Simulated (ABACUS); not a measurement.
# AlN (F-43m) in ABACUS: reference runs

How does AlN come out in PBEsol? The cell is run as given.

Everything below comes from runs of ABACUS 3.10.1. Logs are shortened: lines on timing, memory, paths and dates and some standing lists are left out, and cuts for length are marked.

## (1) The structure

It takes space group F-43m (No. 216, cubic). Conventional cell: a = 4.368 Å, b = 4.368 Å, c = 4.368 Å, α = 90.00°, β = 90.00°, γ = 90.00°. Al (site symmetry -43m) is surrounded by 4 N at 1.89 Å. Around N (site symmetry -43m) lie 4 Al at 1.89 Å.

Measurements of this composition are mostly on another form, of space group No. 186.

## (2) Single point, PBEsol

File INPUT:

```
INPUT_PARAMETERS
suffix              AlN
calculation         scf
basis_type          pw
pseudo_dir          ./
symmetry            1
dft_functional      pbesol
ecutwfc             84
pseudo_rcut         7
nspin               1
nbands              8
ks_solver           dav
smearing_method     fd
smearing_sigma      0.00367493
scf_thr             1e-08
scf_nmax            100
mixing_type         broyden
mixing_beta         0.7
cal_force           1
cal_stress          1
out_chg             1
out_pot             2
out_elf             1
```

File STRU:

```
ATOMIC_SPECIES
Al 26.9815 Al.upf
N 14.0070 N.upf

LATTICE_CONSTANT
1.8897261246

LATTICE_VECTORS
0.0000000000 2.1839935596 2.1839935596
2.1839935596 0.0000000000 2.1839935596
2.1839935596 2.1839935596 0.0000000000

ATOMIC_POSITIONS
Direct

Al
0.0
1
0.0000000000 0.0000000000 0.0000000000 1 1 1

N
0.0
1
0.2500000000 0.2500000000 0.2500000000 1 1 1
```

File KPT:

```
K_POINTS
0
Gamma
10 10 10 0 0 0
```

Potentials or basis: PseudoDojo NC SR 0.4.1 PBEsol standard, plane waves.

Run with:

```sh
> OMP_NUM_THREADS=1 mpirun -np 4 abacus > log
```

running log:

```text
ABACUS v3.10.1

               Atomic-orbital Based Ab-initio Computation at UStc

 ------------------------------------------------------------------------------------

 READING GENERAL INFORMATION
                           global_out_dir = OUT.AlN/
                           global_in_card = INPUT
                               pseudo_dir = ./
                              orbital_dir =
                                    DSIZE = 4
                                    GSIZE = 1

 READING UNITCELL INFORMATION
                                    ntype = 2
                  lattice constant (Bohr) = 1.88973
              lattice constant (Angstrom) = 1

 READING ATOM TYPE 1
                               atom label = Al
                      L=0, number of zeta = 1
                      L=1, number of zeta = 1
                      L=2, number of zeta = 1
             number of atom for this type = 1

 READING ATOM TYPE 2
                               atom label = N
                      L=0, number of zeta = 1
                      L=1, number of zeta = 1
                      L=2, number of zeta = 1
             number of atom for this type = 1

                        TOTAL ATOM NUMBER = 2
DIRECT COORDINATES
    atom                   x                   y                   z     mag                  vx                  vy                  vz
taud_Al1            0.0000000000        0.0000000000        0.0000000000  0.0000        0.0000000000        0.0000000000        0.0000000000
taud_N1            0.2500000000        0.2500000000        0.2500000000  0.0000        0.0000000000        0.0000000000        0.0000000000

                          Volume (Bohr^3) = 140.598
                             Volume (A^3) = 20.8345

 Lattice vectors: (Cartesian coordinate: in unit of a_0)
                   +0            +2.18399            +2.18399
             +2.18399                  +0            +2.18399
             +2.18399            +2.18399                  +0
 Reciprocal vectors: (Cartesian coordinate: in unit of 2 pi/a_0)
            -0.228938           +0.228938           +0.228938
            +0.228938           -0.228938           +0.228938
            +0.228938           +0.228938           -0.228938
 The esolver type has been set to : ksdft_pw

                PAO radial cut off (Bohr) = 7

 Read in pseudopotential file is Al.upf
                     pseudopotential type = NC
          exchange-correlation functional = PBESOL
                 nonlocal core correction = 1
                        valence electrons = 3
                                     lmax = 2
                           number of zeta = 2
                     number of projectors = 6
                           L of projector = 0
[... 195 lines left out ...]
 projector 3 L=1
 projector 4 L=1
      TOTAL NUMBER OF NONLOCAL PROJECTORS = 26

 Init Non-Local PseudoPotential table :
 Init Non-Local-Pseudopotential done.

                                     npwx = 470

 Make real space PAO into reciprocal space.
       max mesh points in Pseudopotential = 701
     dq(describe PAO in reciprocal space) = 0.01
                                    max q = 1104

 number of pseudo atomic orbitals for Al is 2
WARNING: norm of atomic wavefunction # 1 of atomic type Al is 0.99922, renormalized
WARNING: norm of atomic wavefunction # 2 of atomic type Al is 0.98516, renormalized

 number of pseudo atomic orbitals for N is 2
WARNING: norm of atomic wavefunction # 2 of atomic type N is 0.999902, renormalized

 -------------------------------------------
 SELF-CONSISTENT
 -------------------------------------------
                                 init_chg = atomic

 PW ALGORITHM --------------- ION=   1  ELEC=   1--------------------------------

 Density error is 0.563799011263
                          Error Threshold = 0.01
----------------------------------------------------------
     Energy           Rydberg                 eV
----------------------------------------------------------
 E_KohnSham     -25.3186295721       -344.4776277322
 E_Harris       -23.0027397344       -312.9683299991
 E_Fermi        0.4118928605         5.6040898690
----------------------------------------------------------
[... 75 lines left out ...]
 Density error is 9.77608412394e-10
                          Error Threshold = 2.87661926034e-09
----------------------------------------------------------
     Energy           Rydberg                 eV
----------------------------------------------------------
 E_KohnSham     -25.5266598105       -347.3080243310
 E_KS(sigma->0) -25.5266598105       -347.3080243310
 E_Harris       -25.5267362336       -347.3090641194
 E_band         1.0600751534         14.4230623942
 E_one_elec     -0.8808561047        -11.9846621425
 E_Hartree      5.5656002880         75.7238767068
 E_xc           -8.4114447808        -114.4435774317
 E_Ewald        -21.7999592129       -296.6036614636
 E_entropy(-TS) -0.0000000000        -0.0000000000
 E_descf        0.0000000000         0.0000000000
 E_exx          0.0000000000         0.0000000000
 E_Fermi        0.6684088146         9.0941684714
----------------------------------------------------------

 charge density convergence is achieved
 final etot is -347.30802433 eV
 EFERMI = 9.0941684714 eV
The vacuum level is 5.115822484 eV

 STATE ENERGY(eV) AND OCCUPATIONS    NSPIN == 1
 1/47 kpoint (Cartesian) = 0.0000 0.0000 0.0000 (458 pws)
       1       -8.09037     0.00200000
       2        6.86298     0.00200000
       3        6.86298     0.00200000
       4        6.86298     0.00200000
       5        10.9814    8.10971e-20
       6        19.3341        0.00000
       7        19.3341        0.00000
       8        19.3341        0.00000
[... 41 lines left out ...]
 6/47 kpoint (Cartesian) = 0.11447 0.11447 0.11447 (470 pws)
       1       -6.00305     0.00800000
       2       0.939312     0.00800000
       3        6.37770     0.00800000
       4        6.37770     0.00800000
       5        14.1460    1.05623e-46
       6        16.6063    4.49976e-68
       7        17.9101    2.13395e-79
       8        17.9101    2.13394e-79

[... levels at 41 further k points ...]

------------------------------------------------------------------------------------------
 TOTAL-FORCE (eV/Angstrom)
------------------------------------------------------------------------------------------
                       Al1         0.0000000000         0.0000000000         0.0000000000
                        N1         0.0000000000         0.0000000000         0.0000000000
------------------------------------------------------------------------------------------

----------------------------------------------------------------
 TOTAL-STRESS (KBAR)
----------------------------------------------------------------
        12.1829185680         0.0000000000        -0.0000000000
         0.0000000000        12.1829185680        -0.0000000000
         0.0000000000        -0.0000000000        12.1829185680
----------------------------------------------------------------
 TOTAL-PRESSURE: 12.182919 KBAR

 --------------------------------------------
 !FINAL_ETOT_IS -347.3080243309865409 eV
 --------------------------------------------
```

It took 4.1 s on 4 MPI ranks of Intel Xeon Platinum 8488C (Sapphire Rapids), shared host; peak memory 0.24 GiB.

Results:

* Free energy: -347.3080 eV
* Pressure: 1.2 GPa
* Band gap on the k mesh: 3.19 eV, indirect (least direct gap 4.12 eV)

A k mesh can miss the band edges. As with any semilocal functional, this PBEsol gap is likely too small.
